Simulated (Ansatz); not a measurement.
**Ge: one candidate of a structure search, part 1 of 2**

Where does this trial cell of Ge go when cell and atoms are let free?

Method: DFT PBE, scalar-relativistic, plane waves, PAW, in Ansatz 0.2.0.

## Step 1: The starting structure

Symmetry: R-3, No. 148, trigonal system. Conventional cell: a = 6.353 Å, b = 6.353 Å, c = 12.038 Å, α = 90.00°, β = 90.00°, γ = 120.00°. Ge (site symmetry 1) is surrounded by 4 Ge at 2.37 to 2.42 Å. Around Ge (site symmetry -3) lie 6 Ge at 2.42 Å.

As a file:

```
CELL_PARAMETERS angstrom
3.17656 1.83399 4.01252
-3.17656 1.83399 4.01252
0.00000 -3.66797 4.01252
ATOMIC_POSITIONS crystal
Ge 0.41574 0.14013 0.81313
Ge 0.81313 0.41574 0.14013
Ge 0.14013 0.81313 0.41574
Ge 0.58426 0.85987 0.18687
Ge 0.18687 0.58426 0.85987
Ge 0.85987 0.18687 0.58426
Ge 0.00000 0.00000 0.00000
```

Recipe of the guess: 4-, 6-connected net of one element (R-3, No. 148). The dimensions are guesses.

## Step 2: A first look at the guess

input.yaml

```yaml
crystal:
  lattice:
    - [3.1765562, 1.83398558, 4.01251547]
    - [-3.1765562, 1.83398558, 4.01251547]
    - [0.0, -3.66797116, 4.01251547]
  atoms:
    - { symbol: Ge, position: [0.4157399, 0.14013048, 0.81313237] }
    - { symbol: Ge, position: [0.81313237, 0.4157399, 0.14013048] }
    - { symbol: Ge, position: [0.14013048, 0.81313237, 0.4157399] }
    - { symbol: Ge, position: [0.5842601, 0.85986952, 0.18686763] }
    - { symbol: Ge, position: [0.18686763, 0.5842601, 0.85986952] }
    - { symbol: Ge, position: [0.85986952, 0.18686763, 0.5842601] }
    - { symbol: Ge, position: [0.0, 0.0, 0.0] }
basis:
  ecutwfc: 420
kpoints:
  mp_grid: { grid: [3, 3, 3] }
hamiltonian:
  xc: pbe
scf:
  occupations: { method: gaussian, width: 0.1 }
  lower_state_search: "off"
output:
  forces: true
  stress: true
  eigenvalues: true
```

The run is started by

```
ansatz run input.yaml --threads 1 --pin off --max-ram 2560MiB --backend cpu --events-out ev --progress --plain --runs-dir out
```

What it wrote, cut to the lines that bear on the results:

```text
[...]
SCF converged after 7 iterations
Free energy (F): -30060.168844 eV
[...]
E sigma→0 (E₀):  -30060.158653 eV
Entropy (-TS):   -0.020382 eV (-2.912 meV/atom)
Fermi energy:    9.927810 eV
[...]
--- Forces (eV/Å), atoms counted from 1 ---
  atom   1  Ge     0.38728234     1.36838103    -0.17497108
  atom   2  Ge    -1.37869390    -0.34879417    -0.17497108
  atom   3  Ge     0.99141156    -1.01958686    -0.17497108
  atom   4  Ge    -0.38728234    -1.36838103     0.17497108
  atom   5  Ge     1.37869390     0.34879417     0.17497108
  atom   6  Ge    -0.99141156     1.01958686     0.17497108
  atom   7  Ge     0.00000000     0.00000000     0.00000000
[...]
--- Stress (GPa, compression-positive) ---
       20.447297       0.000000       0.000000
       -0.000000      20.447297       0.000000
        0.000000       0.000000      14.688592
  P = ⅓ Tr σ = 18.5277 GPa (185.277 kbar)
--- Band table (eV; the first three rows and the last of 6) ---
[...]
```

Wall time 1.8 s (1 thread of Intel Xeon Platinum 8559C (Emerald Rapids), shared host); peak memory 0.44 GiB.

From the probe: pressure 18.5 GPa, largest force 1.43 eV/Å, gap on this mesh none (metal). A cheap, loose relaxation comes first.

## Step 3: Coarse relaxation

input.yaml, as its differences from that of step 2:

```diff
@@ -26 +26,6 @@
   eigenvalues: true
+relax:
+  adjacent_minimum: "off"
+  f_tol: 0.04
+  max_steps: 70
+  cell: { stress_tol: 0.4 }
```

The run is started by

```
ansatz run input.yaml --threads 1 --pin off --max-ram 2560MiB --backend cpu --events-out ev --progress --plain --runs-dir out
```

What it wrote:

```text
Warning: RAYON_NUM_THREADS=1 ignored (pool sized by the plan → 1); use --threads N
Engine: ansatz 0.2.0, x86_64-unknown-linux-gnu
Pseudopotentials: kind: paw
Pseudopotential: Ge, paw, valence charge 14, recommended cutoff 420 eV (normal), Ge.paw.azcp
Functional definition: PBE
  parameter kappa = 0.804
  parameter beta = 0.06672455060314922
  exchange = pbe_x(kappa = kappa, mu = beta*pi^2/3)
  correlation = pbe_c(beta = beta)
Crystal: 7 atoms, lattice volume = 140.256 Å³
Basis set: ecut = 420 eV, 2749 PW (Γ), exchange–correlation on 80×80×80 points (8 copies of the dense FFT grid, shifted against one another)
Bands: 59, of which v1, the nominal top of the filled ones, is band 49 counted from 1 (48 counted from 0)
Symmetry: 6 space group operations
Space group: R-3 (ITA 148), of the structure as read, at distance tolerance 5.2e-5 Å
k-points: 6 of 27
Non-local potential: Ge, projectors of the file, l = 0: 2, l = 1: 2, l = 2: 3, l = 3: 1
PAW form: soft (Blöchl's): semilocal exchange-correlation on the pseudo side does not see the compensation charge
PAW one-centre angular grid: Ge, 590 points (default); XC on 64 Gauss nodes
Initial density: superposition of atomic densities (neutral atoms: chi_scale 0, normalization atom), corrected by the library's trained network
Initial wavefunctions: pseudopotential atomic-orbital guess
Functional: x = pbe(κ = 0.804, μ = 0.2195149727645171), c = pbe(β = 0.06672455060314922)
SCF iter   1: F=—  HF=-30060.174687 eV  |F-HF|=—  |Δ(HF+E_count)|=         —  Δρ=2.43e-3  dr2=1.33e-2  ethr=1.77e-3  ⟨swp⟩=6.0  Hψ=1243  notcnv=0  defer=2
preconditioner: auto → LDOS  [insulator: Δε(μ)=0.224 eV  Ē_g=22.689 eV  σ=0.100 eV  W_gap=0.69  n_scr=50 (ndim 8)  ℏωp=31.0 eV  f_vac=0.051  D(μ)=4.10/eV (n_scr^D=20)  ε∞_Penn≈2.9  β→1.0]
SCF iter   2: F=—  HF=-30060.169564 eV  |F-HF|=—  |Δ(HF+E_count)|=   5.12e-3  Δρ=1.23e-3  dr2=2.17e-3  ethr=1.36e-5  ⟨swp⟩=2.0  Hψ=702  notcnv=0  defer=4
SCF iter   3: F=—  HF=-30060.168990 eV  |F-HF|=—  |Δ(HF+E_count)|=   5.74e-4  Δρ=4.54e-4  dr2=3.86e-4  ethr=2.21e-6  ⟨swp⟩=2.0  Hψ=619  notcnv=0  defer=4
SCF iter   4: F=—  HF=-30060.168778 eV  |F-HF|=—  |Δ(HF+E_count)|=   2.12e-4  Δρ=1.35e-4  dr2=5.83e-5  ethr=3.94e-7  ⟨swp⟩=2.0  Hψ=618  notcnv=0  defer=4
SCF iter   5: F=—  HF=-30060.168845 eV  |F-HF|=—  |Δ(HF+E_count)|=   6.72e-5  Δρ=4.55e-5  dr2=1.97e-6  ethr=5.95e-8  ⟨swp⟩=2.0  Hψ=400  notcnv=0  defer=4
SCF iter   6: F=—  HF=-30060.168844 eV  |F-HF|=—  |Δ(HF+E_count)|=   5.13e-7  Δρ=9.24e-6  dr2=1.84e-7  ethr=2.01e-9  ⟨swp⟩=2.0  Hψ=619  notcnv=0  defer=4
SCF iter   7: F=-30060.168844 eV  HF=-30060.168844 eV  |F-HF|=1.31e-8  |Δ(HF+E_count)|=   5.39e-8  Δρ=2.88e-6  dr2=8.95e-9  ethr=1.02e-10  ⟨swp⟩=9.2  Hψ=1337  notcnv=0
SCF 1 converged in 7 iterations: F = -30060.168844 eV  dr2 = 8.95e-9
relax step   1: F+E_penalty+E_count = -30060.16884433 eV  Δ(F+E_penalty+E_count) = +0.000e0 eV  max|allowed force component| = 1.379e0 eV/Å  Δτ_max = 0.0000 Å  P = +18.528 GPa  Ω = 140.256 Å³  (7 SCF iters, dr2 threshold 1.00e-7 eV, accepted)
Crystal: 7 atoms, lattice volume = 159.181 Å³
Basis set: ecut = 420 eV, 3133 PW (Γ), exchange–correlation on 80×80×80 points (8 copies of the dense FFT grid, shifted against one another)
Initial density: handed on by an earlier stage of this run
Initial wavefunctions: those handed on with the density
iter 1 solved again at ethr=1.11e-4 eV; its pass at ethr=3.10e-3 eV (dr2=1.09e-1 eV) is discarded
SCF iter   1: F=—  HF=-30061.865229 eV  |F-HF|=—  |Δ(HF+E_count)|=         —  Δρ=7.25e-3  dr2=1.10e-1  ethr=1.11e-4  ⟨swp⟩=1.3  Hψ=1611  notcnv=0
preconditioner: auto → LDOS  [insulator: Δε(μ)=0.136 eV  Ē_g=22.200 eV  σ=0.100 eV  W_gap=0.62  n_scr=50 (ndim 8)  ℏωp=29.1 eV  f_vac=0.075  D(μ)=5.68/eV (n_scr^D=50)  ε∞_Penn≈2.7  β→1.0]
SCF iter   2: F=—  HF=-30061.855467 eV  |F-HF|=—  |Δ(HF+E_count)|=   9.76e-3  Δρ=2.72e-3  dr2=1.76e-2  ethr=1.11e-4  ⟨swp⟩=2.2  Hψ=523  notcnv=0
SCF iter   3: F=—  HF=-30061.853693 eV  |F-HF|=—  |Δ(HF+E_count)|=   1.77e-3  Δρ=1.20e-3  dr2=4.90e-3  ethr=1.80e-5  ⟨swp⟩=2.0  Hψ=695  notcnv=0
SCF iter   4: F=—  HF=-30061.852582 eV  |F-HF|=—  |Δ(HF+E_count)|=   1.11e-3  Δρ=4.63e-4  dr2=7.75e-4  ethr=5.00e-6  ⟨swp⟩=2.0  Hψ=648  notcnv=0
SCF iter   5: F=—  HF=-30061.852422 eV  |F-HF|=—  |Δ(HF+E_count)|=   1.60e-4  Δρ=1.62e-4  dr2=4.58e-5  ethr=7.91e-7  ⟨swp⟩=2.0  Hψ=650  notcnv=0
SCF iter   6: F=—  HF=-30061.852377 eV  |F-HF|=—  |Δ(HF+E_count)|=   4.46e-5  Δρ=2.97e-5  dr2=2.60e-6  ethr=4.67e-8  ⟨swp⟩=2.0  Hψ=648  notcnv=0
SCF iter   7: F=-30061.852379 eV  HF=-30061.852379 eV  |F-HF|=2.76e-8  |Δ(HF+E_count)|=   1.14e-6  Δρ=1.14e-5  dr2=2.42e-7  ethr=7.14e-10  ⟨swp⟩=6.8  Hψ=1376  notcnv=0
SCF 2 converged in 7 iterations: F = -30061.852379 eV  dr2 = 2.42e-7
relax step   2: F+E_penalty+E_count = -30061.85237854 eV  Δ(F+E_penalty+E_count) = -1.684e0 eV  max|allowed force component| = 4.397e-1 eV/Å  Δτ_max = 0.0721 Å  P = +5.033 GPa  Ω = 159.181 Å³  energy of the carried Pulay correction = -3.836e-3 eV  (7 SCF iters, dr2 threshold 7.00e-7 eV, accepted)
Crystal: 7 atoms, lattice volume = 164.663 Å³
Basis set: ecut = 420 eV, 3235 PW (Γ), exchange–correlation on 80×80×80 points (8 copies of the dense FFT grid, shifted against one another)
iter 1 solved again at ethr=4.53e-5 eV; its pass at ethr=3.10e-3 eV (dr2=4.44e-2 eV) is discarded
SCF iter   1: F=—  HF=-30062.216310 eV  |F-HF|=—  |Δ(HF+E_count)|=         —  Δρ=6.12e-3  dr2=4.43e-2  ethr=4.53e-5  ⟨swp⟩=3.0  Hψ=1883  notcnv=0
preconditioner: auto → LDOS  [metal: Δε(μ)=0.044 eV  Ē_g=21.986 eV  σ=0.100 eV  W_gap=0.24  n_scr=50 (ndim 8)  ℏωp=28.6 eV  f_vac=0.063  D(μ)=5.23/eV (n_scr^D=38)  β→1.0]
SCF iter   2: F=—  HF=-30062.214005 eV  |F-HF|=—  |Δ(HF+E_count)|=   2.30e-3  Δρ=1.16e-3  dr2=3.31e-3  ethr=4.52e-5  ⟨swp⟩=2.0  Hψ=422  notcnv=0
SCF iter   3: F=—  HF=-30062.213919 eV  |F-HF|=—  |Δ(HF+E_count)|=   8.60e-5  Δρ=5.69e-4  dr2=7.68e-4  ethr=3.38e-6  ⟨swp⟩=2.0  Hψ=649  notcnv=0
SCF iter   4: F=—  HF=-30062.213676 eV  |F-HF|=—  |Δ(HF+E_count)|=   2.43e-4  Δρ=2.19e-4  dr2=1.23e-4  ethr=7.84e-7  ⟨swp⟩=2.0  Hψ=649  notcnv=0
SCF iter   5: F=—  HF=-30062.213601 eV  |F-HF|=—  |Δ(HF+E_count)|=   7.48e-5  Δρ=8.19e-5  dr2=1.36e-5  ethr=1.25e-7  ⟨swp⟩=2.0  Hψ=649  notcnv=0
SCF iter   6: F=-30062.213598 eV  HF=-30062.213598 eV  |F-HF|=2.49e-7  |Δ(HF+E_count)|=   3.46e-6  Δρ=1.44e-5  dr2=3.68e-7  ethr=7.14e-10  ⟨swp⟩=4.7  Hψ=1616  notcnv=0
SCF 3 converged in 6 iterations: F = -30062.213598 eV  dr2 = 3.68e-7
relax step   3: F+E_penalty+E_count = -30062.21359810 eV  Δ(F+E_penalty+E_count) = -3.612e-1 eV  max|allowed force component| = 1.690e-1 eV/Å  Δτ_max = 0.0872 Å  P = +1.321 GPa  Ω = 164.663 Å³  energy of the carried Pulay correction = -4.859e-3 eV  (6 SCF iters, dr2 threshold 7.00e-7 eV, accepted)
[... 11 lines left out ...]
relax step   4: F+E_penalty+E_count = -30062.33750385 eV  Δ(F+E_penalty+E_count) = -1.239e-1 eV  max|allowed force component| = 1.015e-1 eV/Å  Δτ_max = 0.0627 Å  P = -0.374 GPa  Ω = 167.326 Å³  energy of the carried Pulay correction = -5.343e-3 eV  (6 SCF iters, dr2 threshold 7.00e-7 eV, accepted)
[... 10 lines left out ...]
relax step   5: F+E_penalty+E_count = -30062.37242221 eV  Δ(F+E_penalty+E_count) = -3.492e-2 eV  max|allowed force component| = 1.221e-1 eV/Å  Δτ_max = 0.1294 Å  P = +0.025 GPa  Ω = 160.978 Å³  energy of the carried Pulay correction = -4.175e-3 eV  (5 SCF iters, dr2 threshold 7.00e-7 eV, accepted)
[... 9 lines left out ...]
relax step   6: F+E_penalty+E_count = -30062.38486964 eV  Δ(F+E_penalty+E_count) = -1.245e-2 eV  max|allowed force component| = 6.729e-2 eV/Å  Δτ_max = 0.0296 Å  P = -0.154 GPa  Ω = 161.967 Å³  energy of the carried Pulay correction = -4.360e-3 eV  (4 SCF iters, dr2 threshold 7.00e-7 eV, accepted)
[... 10 lines left out ...]
relax step   7: F+E_penalty+E_count = -30062.38925377 eV  Δ(F+E_penalty+E_count) = -4.384e-3 eV  max|allowed force component| = 2.283e-2 eV/Å  Δτ_max = 0.0131 Å  P = -0.084 GPa  Ω = 160.625 Å³  energy of the carried Pulay correction = -4.109e-3 eV  (5 SCF iters, dr2 threshold 2.83e-7 eV, accepted)
[... 12 lines left out ...]
relax step   8: F+E_penalty+E_count = -30062.44434029 eV  Δ(F+E_penalty+E_count) = -5.509e-2 eV  max|allowed force component| = 2.318e-2 eV/Å  Δτ_max = 0.0000 Å  P = +0.595 GPa  Ω = 160.625 Å³  stress off target by 8.00e-1 GPa  SCF on the basis re-selected at this cell (its energy is not comparable with the rows above)  (8 SCF iters)
[... 10 lines left out ...]
relax step   9: F+E_penalty+E_count = -30062.45218840 eV  Δ(F+E_penalty+E_count) = -7.848e-3 eV  max|allowed force component| = 8.983e-3 eV/Å  Δτ_max = 0.0204 Å  P = +0.212 GPa  Ω = 162.093 Å³  energy of the carried Pulay correction = -2.430e-4 eV  (4 SCF iters, dr2 threshold 7.00e-7 eV, accepted)
iter 1 solved again at ethr=1.76e-7 eV; its pass at ethr=3.10e-3 eV (dr2=1.73e-4 eV) is discarded
SCF iter   1: F=—  HF=-30062.440234 eV  |F-HF|=—  |Δ(HF+E_count)|=         —  Δρ=6.84e-4  dr2=2.25e-5  ethr=1.76e-7  ⟨swp⟩=2.0  Hψ=1983  notcnv=0
preconditioner: auto → LDOS  [insulator: Δε(μ)=0.254 eV  Ē_g=21.778 eV  σ=0.100 eV  W_gap=0.82  n_scr=44 (ndim 8)  ℏωp=28.9 eV  f_vac=0.050  D(μ)=1.72/eV (n_scr^D=6)  ε∞_Penn≈2.8  β→1.0]
SCF iter   2: F=—  HF=-30062.452417 eV  |F-HF|=—  |Δ(HF+E_count)|=   1.22e-2  Δρ=3.76e-5  dr2=8.20e-6  ethr=2.29e-8  ⟨swp⟩=2.8  Hψ=466  notcnv=0
SCF iter   3: F=—  HF=-30062.452404 eV  |F-HF|=—  |Δ(HF+E_count)|=   1.34e-5  Δρ=2.48e-5  dr2=1.01e-6  ethr=8.36e-9  ⟨swp⟩=2.0  Hψ=431  notcnv=0
SCF iter   4: F=—  HF=-30062.452413 eV  |F-HF|=—  |Δ(HF+E_count)|=   8.60e-6  Δρ=1.08e-5  dr2=4.75e-7  ethr=1.03e-9  ⟨swp⟩=2.0  Hψ=649  notcnv=0
SCF iter   5: F=—  HF=-30062.452413 eV  |F-HF|=—  |Δ(HF+E_count)|=   5.37e-8  Δρ=2.07e-6  dr2=8.27e-9  ethr=4.85e-10  ⟨swp⟩=2.0  Hψ=649  notcnv=0
SCF iter   6: F=-30062.452413 eV  HF=-30062.452413 eV  |F-HF|=1.18e-9  |Δ(HF+E_count)|=   3.38e-9  Δρ=7.69e-7  dr2=1.14e-9  ethr=4.57e-12  ⟨swp⟩=5.2  Hψ=1138  notcnv=0
SCF 10 converged in 6 iterations: F = -30062.452413 eV  dr2 = 1.14e-9
relax step  10: F+E_penalty+E_count = -30062.45241261 eV  Δ(F+E_penalty+E_count) = -2.242e-4 eV  max|allowed force component| = 9.006e-3 eV/Å  Δτ_max = 0.0000 Å  P = +0.209 GPa  Ω = 162.093 Å³  stress off target by 2.96e-1 GPa  SCF on the basis re-selected at this cell (its energy is not comparable with the rows above)  (6 SCF iters)
basis re-selected at this cell: Δ(F+E_penalty+E_count) = -2.242e-4 eV, ΔP = -0.003 GPa vs the last step (what re-selecting the basis moved, of the pressure what is left beyond the Pulay correction that the steps carried, after the strain that the cell walked since its last selection, with what the two solves' SCF thresholds leave and, on support functions, any second-order correction that the steps lacked; it is no measure of the basis error at this ecutwfc). This SCF's stress stands 2.96e-1 GPa from its target on what of the cell is left free (relax.cell.stress_tol is 4.00e-1 GPa) and its largest allowed force component is 9.01e-3 eV/Å (relax.f_tol is 4.00e-2 eV/Å): within both
SCF converged after 6 iterations
Free energy (F): -30062.452413 eV
Harris-Foulkes:  -30062.452413 eV  (|F-HF|=1.18e-9)
Internal energy: -30062.443833 eV  (E = F + TS)
E sigma→0 (E₀):  -30062.448123 eV
Entropy (-TS):   -0.008579 eV (-1.226 meV/atom)
Fermi energy:    8.364219 eV
--- Per-component energies (eV) ---
  E_band       = -1064.797342
  E_kinetic    = 769.193245
  E_local      = -17131.606896  (includes V_loc(G=0)·N_el)
  E_nonlocal   = 2909.630092
  E_hartree    = 7493.507072
  E_xc         = -526.437692
  E_vxc        = -447.937606  (∫ρ·V_xc dr)
  E_paw        = -14117.604467  (= ΣΔE_a)
  E_vpaw       = -2151.093588  (= ΣTr[D̂ρ^β])
  E_aug_tail   = 0.002096  (compensation charges beyond the density's cutoff)
  E_ewald      = -9459.127282
  E_smearing   = -0.008579  (= −TS)
  E_closure    = -0.000000  (closes the sum)
  Σ components = -30062.452413   (vs F -30062.452413, Δ=0.00e0)
--- Forces (eV/Å), atoms counted from 1 ---
  atom   1  Ge     0.00197264    -0.00900583    -0.00017466
  atom   2  Ge     0.00681296     0.00621128    -0.00017466
  atom   3  Ge    -0.00878560     0.00279456    -0.00017466
  atom   4  Ge    -0.00197264     0.00900583     0.00017466
  atom   5  Ge    -0.00681296    -0.00621128     0.00017466
  atom   6  Ge     0.00878560    -0.00279456     0.00017466
  atom   7  Ge     0.00000000     0.00000000     0.00000000
  max |Σ_I F_I| component: 2.32e-17 eV/Å
--- Stress (GPa, compression-positive) ---
        0.295623       0.000000      -0.000000
       -0.000000       0.295623      -0.000000
       -0.000000       0.000000       0.036114
  P = ⅓ Tr σ = 0.2091 GPa (2.091 kbar)
--- Band table (eV; the first three rows and the last of 6) ---
  k-point 0: bands = ["-16.6076", "-16.6076", "-16.5728", "-16.5728", "-16.5714", "-16.4876", "-16.4849", "-16.4682", "-16.4682", "-16.4670", "-16.4670", "-16.4533", "-16.4533", "-16.4278", "-16.4236", "-16.4236", "-16.4137", "-16.3993", "-16.3952", "-16.3733", "-16.3705", "-16.3630", "-16.3630", "-16.3608", "-16.3608", "-16.3340", "-16.3340", "-16.3313", "-16.3313", "-16.3116", "-16.3116", "-16.2814", "-16.2814", "-16.2478", "-16.2440", "-4.1815", "-0.0483", "-0.0483", "-0.0052", "-0.0052", "1.1197", "3.5745", "4.9431", "5.1195", "5.1195", "6.0508", "6.3288", "6.3288", "7.0170", "7.0170", "9.0897", "9.5679", "9.5679", "9.5967", "10.7115", "12.4335", "13.2156", "13.2957", "13.2957"]
  k-point 1: bands = ["-16.6082", "-16.6067", "-16.5768", "-16.5727", "-16.5712", "-16.4872", "-16.4841", "-16.4798", "-16.4726", "-16.4660", "-16.4611", "-16.4538", "-16.4476", "-16.4343", "-16.4217", "-16.4094", "-16.4068", "-16.4017", "-16.3971", "-16.3963", "-16.3841", "-16.3715", "-16.3543", "-16.3538", "-16.3502", "-16.3490", "-16.3399", "-16.3270", "-16.3218", "-16.3033", "-16.3009", "-16.2811", "-16.2669", "-16.2548", "-16.2498", "-3.7152", "-1.9780", "-0.4247", "0.7791", "1.0510", "1.4369", "3.0987", "3.9828", "4.6373", "5.5948", "6.0173", "6.3505", "6.6176", "7.5171", "8.5525", "9.2181", "9.5004", "9.6870", "10.3922", "11.3729", "11.5676", "12.0054", "12.2989", "12.7158"]
  k-point 2: bands = ["-16.6075", "-16.6062", "-16.5784", "-16.5756", "-16.5709", "-16.4874", "-16.4860", "-16.4842", "-16.4713", "-16.4676", "-16.4643", "-16.4574", "-16.4463", "-16.4330", "-16.4213", "-16.4127", "-16.4074", "-16.4003", "-16.3962", "-16.3887", "-16.3836", "-16.3674", "-16.3579", "-16.3533", "-16.3496", "-16.3487", "-16.3412", "-16.3252", "-16.3212", "-16.3026", "-16.3020", "-16.2804", "-16.2647", "-16.2529", "-16.2489", "-3.3642", "-1.5948", "-1.1622", "-0.5561", "1.2380", "1.8586", "3.2391", "3.9189", "5.2024", "5.5310", "6.0533", "6.2732", "6.9675", "7.7895", "8.9411", "9.2800", "9.6259", "10.1135", "10.7401", "11.4861", "11.7767", "12.0072", "13.1300", "13.3105"]
  k-point 5: bands = ["-16.6068", "-16.6065", "-16.5784", "-16.5778", "-16.5726", "-16.4896", "-16.4846", "-16.4788", "-16.4762", "-16.4756", "-16.4651", "-16.4563", "-16.4487", "-16.4334", "-16.4249", "-16.4053", "-16.4043", "-16.4000", "-16.3930", "-16.3918", "-16.3831", "-16.3727", "-16.3572", "-16.3546", "-16.3502", "-16.3477", "-16.3393", "-16.3227", "-16.3193", "-16.3022", "-16.2993", "-16.2777", "-16.2637", "-16.2515", "-16.2502", "-2.6748", "-2.0381", "-1.2894", "-0.7244", "0.7532", "0.9112", "3.1861", "5.0407", "5.2293", "5.8091", "6.3759", "6.8748", "7.6123", "8.5688", "8.6877", "9.6936", "9.8744", "10.0234", "10.4761", "10.7514", "11.2578", "11.9468", "12.4992", "13.4158"]
--- Relaxed structure (8 steps of the walk, 8 accepted, 2 SCFs on fresh bases) ---
  F+E_penalty+E_count = -30062.45241261 eV   max|allowed force component| = 9.006e-3 eV/Å   (the final SCF, on the basis selected at the relaxed cell)
  cell:  # Å, volume = 162.0932 Å³
    - [3.6037446667585105, 2.0806229534437044, 3.60301630252094]
    - [-3.6037446667585105, 2.0806229534437044, 3.60301630252094]
    - [7.000169122362372e-18, -4.161245906887409, 3.60301630252094]
  atoms:
    - { symbol: Ge, position: [0.46560991350181646, 0.11703905971320377, 0.7851831498162805] }
    - { symbol: Ge, position: [0.7851831498162805, 0.46560991350181635, 0.11703905971320383] }
    - { symbol: Ge, position: [0.11703905971320361, 0.7851831498162807, 0.46560991350181635] }
    - { symbol: Ge, position: [0.5343900864981835, 0.8829609402867964, 0.21481685018371954] }
    - { symbol: Ge, position: [0.21481685018371954, 0.5343900864981836, 0.8829609402867963] }
    - { symbol: Ge, position: [0.8829609402867964, 0.21481685018371915, 0.5343900864981835] }
    - { symbol: Ge, position: [-3.2385628709333234e-19, 1.5398290250039426e-19, 1.853136764296942e-19] }
```

It took 19 s on 1 thread of Intel Xeon Platinum 8559C (Emerald Rapids), shared host; peak memory 0.48 GiB.

Step by step:

```csv
step,E - E(step 1) (eV/cell),largest force component (eV/Å),pressure (GPa),volume (Å³)
1,0.0000,1.3787,18.53,140.26
2,-1.6835,0.4397,5.03,159.18
3,-2.0448,0.1690,1.32,164.66
4,-2.1687,0.1015,-0.37,167.33
5,-2.2036,0.1221,0.03,160.98
6,-2.2160,0.0673,-0.15,161.97
7,-2.2204,0.0228,-0.08,160.62
8,-2.2755,0.0232,0.60,160.62
9,-2.2833,0.0090,0.21,162.09
10,-2.2836,0.0090,0.21,162.09
```

Step 1 is the start. Steps 8, 10 each repeat the geometry before them on a plane-wave basis chosen anew, so the energy can jump there without any move.

Lengths and angles in the start's conventional setting:

|  | before | after | change |
| --- | --- | --- | --- |
| a (Å) | 6.353 | 7.207 | +13.4 % |
| b (Å) | 6.353 | 7.207 | +13.4 % |
| c (Å) | 12.038 | 10.809 | -10.2 % |
| volume (Å³/atom) | 20.04 | 23.16 | +15.6 % |
| shortest distance (Å) | 2.371 | 2.577 | +8.7 % |
| space group (0.01 Å) | R-3 | R-3 | same |

Forces and stress were held to the start's 6 operations: a distortion of lower symmetry was not tested.

(Continued in part 2 of 2.)
